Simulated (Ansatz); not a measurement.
System: Sb (fcc type), 1 atom in the cell.

The calculation used PBE with spin–orbit coupling, plane waves, norm-conserving pseudopotentials (Ansatz).

Cutoff 1089 eV; k-mesh 4×4×4 Γ-centred; Fermi–Dirac smearing of 0.15 eV.

```xyz
1
Lattice="0.0000 2.3957 2.3957 2.3957 0.0000 2.3957 2.3957 2.3957 0.0000" Properties=species:S:1:pos:R:3 pbc="T T T"
Sb    0.0000    0.0000    0.0000
```

**Question.** What pressure does the calculation give?

**Answer.** The pressure is -1.48 GPa, so at these settings the cell is stretched and would shrink.

The stress includes the program's correction for the finite plane-wave basis.

The k-mesh is coarse, so these values belong to this mesh and can lie far from the converged ones. This cubic structure is a model: it isn't the usual form of the substance at ambient conditions, and such phases are metastable or hypothetical.
